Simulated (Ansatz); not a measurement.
Runs of Ansatz 0.2.0 on InSe. It takes space group R3m (No. 160, trigonal). The conventional cell has a = 4.000 Å, b = 4.000 Å, c = 25.320 Å, α = 90.00°, β = 90.00°, γ = 120.00°. In (site symmetry 3m) is surrounded by 3 Se at 2.63 Å and 1 In at 2.82 Å. In (site symmetry 3m) has 3 Se at 2.64 Å and 1 In at 2.82 Å as nearest neighbours. Around Se (site symmetry 3m) lie 3 In at 2.63 Å. Se (site symmetry 3m) is surrounded by 3 In at 2.64 Å. 

```csv
task,level,potentials or basis,k mesh,cutoff (eV),smearing,basis error allowed,gap on the mesh (eV),pressure (GPa),V0 of scaled cells (Å³/atom),B0 (GPa),largest force (eV/Å)
equation of state,PBEsol,"all-electron LAPW, scalar-relativistic",8 × 8 × 8,-,fermi-dirac 0.05 eV,0.002 eV/atom,-,-,29.34,50,-
band structure,revPBE-LDA,"all-electron LAPW, scalar-relativistic",8 × 8 × 8,273,fixed,0.001 eV/atom,0.59,(a),-,-,0.52
band structure,PBEsol,"all-electron LAPW, inner shells corrected to Dirac's equation",8 × 8 × 8,251,fermi-dirac 0.05 eV,0.002 eV/atom,0.35,0.2,-,-,0.30
phonons,PBEsol,"all-electron LAPW, scalar-relativistic",8 × 8 × 8,272,fermi-dirac 0.05 eV,0.002 eV/atom,0.35,-,-,-,0.30
single point,PBEsol,"all-electron LAPW, scalar-relativistic",5 × 5 × 5,251,fermi-dirac 0.03 eV,0.002 eV/atom,0.93,0.3,-,-,(c)
equation of state,PBEsol,"all-electron LAPW, scalar-relativistic",8 × 8 × 8,-,fermi-dirac 0.05 eV,0.001 eV/atom,-,-,29.34,50,-
band structure,PBEsol,"all-electron LAPW, non-relativistic",8 × 8 × 8,251,fermi-dirac 0.05 eV,0.002 eV/atom,0.95,(b),-,-,0.18
band structure,LDA,"all-electron LAPW, scalar-relativistic",8 × 8 × 8,251,fermi-dirac 0.05 eV,0.002 eV/atom,0.22,-1.5,-,-,0.24
```

Alike in all rows: no spin polarisation; cell as given.

Q: Fill in the values left out.

A: (a) 8.7; (b) 1.3; (c) 0.29.

Caveats: spin-orbit coupling is left out, which moves the levels of the heavy elements (some runs); the cell was scaled at fixed shape and fractional positions, which overstates the stiffness of a crystal with free parameters, most of all of layers and chains (some runs); an odd mesh through Γ misses points on the zone boundary, where band edges often lie (some runs); relativity is left out, which matters for the heavier elements (some runs).

A k mesh can miss the band edges, and the runs leave out spin-orbit coupling on In, Se.

Not every run made on this cell is shown here.
